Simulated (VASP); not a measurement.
# N in VASP: single point with PBE+D3(BJ)

Aim: the single point of N with PBE+D3(BJ).

Everything below comes from runs of VASP 6.6.1. Logs are shortened: lines on timing, memory, paths and dates and some standing lists are left out, and cuts for length are marked.

## 1. The structure

The cell holds a molecule_in_box, 1 atom: a = 14.000 Å, b = 14.500 Å, c = 15.000 Å, α = 90.00°, β = 90.00°, γ = 90.00°.

## 2. Single point, PBE+D3(BJ), collinear spin, ferromagnetic start

The input, INCAR:

```
PREC     = Accurate       # precision mode
ENCUT    = 450            # plane-wave cutoff, eV
EDIFF    = 1E-7           # SCF threshold, eV
ISMEAR   = 0              # smearing method
SIGMA    = 0.005          # smearing width, eV
LREAL    = F              # projectors in reciprocal space
LASPH    = T              # aspherical terms in the spheres
NELM     = 200            # most SCF steps
ALGO     = Normal         # electronic algorithm
ISIF     = 2              # what is computed and relaxed
LWAVE    = F              # write WAVECAR
LCHARG   = F              # write CHGCAR
ISPIN    = 2              # spin polarisation
MAGMOM   = 3              # initial moments
LORBIT   = 11             # projections on sites
GGA      = PE             # functional
IVDW     = 12             # dispersion correction
AMIX     = 0.2          
BMIX     = 1E-4         
AMIX_MAG = 0.8          
BMIX_MAG = 1E-4         
ISYM     = 0
```

The input, KPOINTS:

```
regular mesh
0
Gamma
  1 1 1
```

The input, POSCAR:

```
N
1.0
   14.0000000000      0.0000000000      0.0000000000
    0.0000000000     14.5000000000      0.0000000000
    0.0000000000      0.0000000000     15.0000000000
N
1
Direct
    0.5000000000      0.5000000000      0.5000000000
```

Potentials or basis: VASP PAW PBE potentials, release 64 (N).

Started as:

```console
$ cat potpaw_PBE.64/N/POTCAR > POTCAR
$ mpirun -np 2 vasp_gam > vasp.out
```

OUTCAR:

```text
PREC = Accurate
   ENCUT = 450
   EDIFF = 1E-7
   ISMEAR = 0
   LREAL = F
   LASPH = T
   NELM = 200
   ISIF = 2
   ISPIN = 2
   LORBIT = 11
   GGA = PE
   IVDW = 12
   AMIX = 0.2
   AMIX_MAG = 0.8
   ISYM = 0
 IVDW          = 12

 ion  position               nearest neighbor table
   1  0.500  0.500  0.500-

IMPORTANT INFORMATION: All symmetrisations will be switched off!
NOSYMM: (Re-)initialisation of all symmetry stuff for point group C_1.

----------------------------------------------------------------------------------------

                                     Primitive cell

  volume of cell :    3045.0000

  direct lattice vectors                    reciprocal lattice vectors
    14.000000000  0.000000000  0.000000000     0.071428571  0.000000000  0.000000000
     0.000000000 14.500000000  0.000000000     0.000000000  0.068965517  0.000000000
     0.000000000  0.000000000 15.000000000     0.000000000  0.000000000  0.066666667

  length of vectors
    14.000000000 14.500000000 15.000000000     0.071428571  0.068965517  0.066666667

  position of ions in fractional coordinates (direct lattice)
     0.500000000  0.500000000  0.500000000

  ion indices of the primitive-cell ions
   primitive index   ion index
                 1           1

----------------------------------------------------------------------------------------

 KPOINTS: regular mesh

Automatic generation of k-mesh.
 Grid dimensions read from file:
 generate k-points for:    1    1    1

 Generating k-lattice:

  Cartesian coordinates                     Fractional coordinates (reciprocal lattice)
     0.071428571  0.000000000  0.000000000     1.000000000  0.000000000  0.000000000
     0.000000000  0.068965517  0.000000000     0.000000000  1.000000000  0.000000000
     0.000000000  0.000000000  0.066666667     0.000000000  0.000000000  1.000000000

  Length of vectors
     0.071428571  0.068965517  0.066666667

  Shift w.r.t. Gamma in fractional coordinates (k-lattice)
     0.000000000  0.000000000  0.000000000

 Subroutine IBZKPT returns following result:
 ===========================================

 Found      1 irreducible k-points:

 Following reciprocal coordinates:
            Coordinates               Weight
  0.000000  0.000000  0.000000      1.000000
   k-points           NKPTS =      1   k-points in BZ     NKDIM =      1   number of bands    NBANDS=      8
   number of dos      NEDOS =    301   number of ions     NIONS =      1
   total plane-waves  NPLWV = ******
   dimension x,y,z NGX =    98 NGY =  100 NGZ =  108
   dimension x,y,z NGXF=   196 NGYF=  200 NGZF=  216
   ions per type =               1
   NGX,Y,Z   is equivalent  to a cutoff of  11.64, 11.47, 11.97 a.u.
   NGXF,Y,Z  is equivalent  to a cutoff of  23.27, 22.93, 23.94 a.u.
 SYSTEM =  unknown system
   PREC   = accura    normal or accurate (medium, high low for compatibility)
   ISTART =      0    job   : 0-new  1-cont  2-samecut
   ICHARG =      2    charge: 1-file 2-atom 10-const
   ISPIN  =      2    spin polarized calculation?
   LNONCOLLINEAR =      F non collinear calculations
   LSORBIT =      F    spin-orbit coupling
   LASPH  =      T    aspherical Exc in radial PAW
   ENCUT  =  450.0 eV  33.07 Ry    5.75 a.u.  24.22 25.08 25.95*2*pi/ulx,y,z
   NELM   =    200;   NELMIN=  2; NELMDL= -5     # of ELM steps
   EDIFF  = 0.1E-06   stopping-criterion for ELM
   LREAL  =      F    real-space projection
   EDIFFG = 0.1E-05   stopping-criterion for IOM
   NSW    =      0    number of steps for IOM
   IBRION =     -1    ionic relax: 0-MD 1-quasi-New 2-CG
   NFREE  =      0    steps in history (QN), initial steepest desc. (CG)
   ISIF   =      2    stress and relaxation
   ISYM   =      0    0-nonsym 1-usesym 2-fastsym
   POTIM  = 0.5000    time-step for ionic-motion
   TEBEG  =    0.0;   TEEND  =   0.0 temperature during run
   PSTRESS=    0.0 pullay stress
   NELECT =       5.0000    total number of electrons
   NUPDOWN=      -1.0000    fix difference up-down
   EMIN   =  10.00;   EMAX   =-10.00  energy-range for DOS
   EFERMI =   0.00;   METHOD = LEGACY
   ISMEAR =     0;   SIGMA  =   0.01  broadening in eV -4-tet -1-fermi 0-gaus
   EFERMI_NEDOS =   21; number of points for ismear=-14 and -15
   IALGO  =     38    algorithm
   IMIX   =      4    mixing-type and parameters
     AMIX     =   0.20;   BMIX     =  0.00
     AMIX_MAG =   0.80;   BMIX_MAG =  0.00
  volume/ion in A,a.u.               =    3045.00     20548.67
  Fermi-wavevector in a.u.,A,eV,Ry     =   0.193139  0.364979  0.507532  0.037303
  Thomas-Fermi vector in A             =   0.937105
   LORBIT       =     11    0 simple, 1 ext, 2 COOP (PROOUT), +10 PAW based schemes
   GGA     = PE    functional components
   LHFCALC =     F    Hartree Fock is set to
   AEXX    =    0.0000 exact exchange contribution
   IVDW    =    12    specifies the selected vdW correction
   LEPSILON=     F    determine dielectric tensor
   LRPA    =     F    only Hartree local field effects (RPA)
 spin polarized calculation
 Gauss-broadening in eV      SIGMA  =   0.01
  energy-cutoff  :      450.00
  volume of cell :     3045.00
 maximum number of plane-waves:     33027
 NGX is ok and might be reduce to    98
   NGX = 49   NGY = 51   NGZ = 51

 number of electron       5.0000000 magnetization       3.0000000

 Free energy of the ion-electron system (eV)
  ---------------------------------------------------
  ext. energy  EPLUGINS =         0.00000000
  ---------------------------------------------------
  free energy    TOTEN  =        -3.12193067 eV

  energy without entropy =       -3.12193067  energy(sigma->0) =       -3.12193067

 E-fermi :  -8.1947     XC(G=0):  -0.1530

 val. band max:       -8.2691695872   @ k =   0.0000   0.0000   0.0000
 cond. band min:      -4.1056455315   @ k =   0.0000   0.0000   0.0000
 fundamental gap:      4.1635240557
 Fermi energy:        -8.1946868725

 spin component 1

 k-point     1 :       0.0000    0.0000    0.0000
  band No.  band energies     occupation
      1     -19.8532      1.00000
      2      -8.2692      1.00000
      3      -8.2692      1.00000
      4      -8.2692      1.00000
      5      -0.3324      0.00000
      6       0.2927      0.00000
      7       0.5049      0.00000
      8       0.5413      0.00000
 Fermi energy:        -8.1946868725

 spin component 2

 k-point     1 :       0.0000    0.0000    0.0000
  band No.  band energies     occupation
      1     -15.2785      1.00000
      2      -4.1056      0.00000
      3      -4.1056      0.00000
      4      -4.1056      0.00000
      5      -0.0182      0.00000
      6       0.6220      0.00000
      7       0.6732      0.00000
      8       0.7116      0.00000

------------------------ aborting loop because EDIFF is reached ----------------------------------------

 Edisp (eV)   -0.00001

 E8    (eV) :    -0.0000

  FORCE on cell =-STRESS in cart. coord.  units (eV):
  Direction    XX          YY          ZZ          XY          YZ          ZX
  --------------------------------------------------------------------------------------
  -------------------------------------------------------------------------------------
  Total      -0.16162    -0.16301    -0.16238    -0.00000     0.00000     0.00000
  in kB      -0.08504    -0.08577    -0.08544    -0.00000     0.00000     0.00000
  external pressure =       -0.09 kB  Pullay stress =        0.00 kB

 VOLUME and BASIS-vectors are now :
 -----------------------------------------------------------------------------
  energy-cutoff  :      450.00
  volume of cell :     3045.00
      direct lattice vectors                 reciprocal lattice vectors
    14.000000000  0.000000000  0.000000000     0.071428571  0.000000000  0.000000000
     0.000000000 14.500000000  0.000000000     0.000000000  0.068965517  0.000000000
     0.000000000  0.000000000 15.000000000     0.000000000  0.000000000  0.066666667

 POSITION                                       TOTAL-FORCE (eV/Angst)
 -----------------------------------------------------------------------------------
      7.00000      7.25000      7.50000        -0.000000     -0.000000     -0.000000
 -----------------------------------------------------------------------------------
    total drift:                               -0.000000     -0.000000     -0.000000

  FREE ENERGIE OF THE ION-ELECTRON SYSTEM (eV)
  ---------------------------------------------------
  free  energy   TOTEN  =        -3.1219376124 eV

  energy  without entropy=       -3.1219376124  energy(sigma->0) =       -3.12193761

 total charge

# of ion       s       p       d       tot
------------------------------------------
    1        1.371   1.890   0.000   3.261

 magnetization (x)

# of ion       s       p       d       tot
------------------------------------------
    1        0.038   1.890   0.000   1.928
```

Wall time 61 s (2 MPI ranks of Intel Xeon 6975P-C (Granite Rapids), shared host); peak memory 1.3 GiB.

Results:

- Free energy: -3.1219 eV
- Gap between the frontier levels: 4.16 eV
- Net moment: 3.00 μB per cell
- Site moments: N +1.93 μB
- Valence electrons inside the program's atomic spheres: N 3.26
- Dispersion energy per atom: 0.000 eV

Caveat: the cutoff is under 1.25 times the usual one of these potentials, so pressure, stress and relaxed cells hold a basis-set (Pulay) error. Expect the measured gap to be larger: semilocal functionals such as PBE lack the derivative discontinuity.
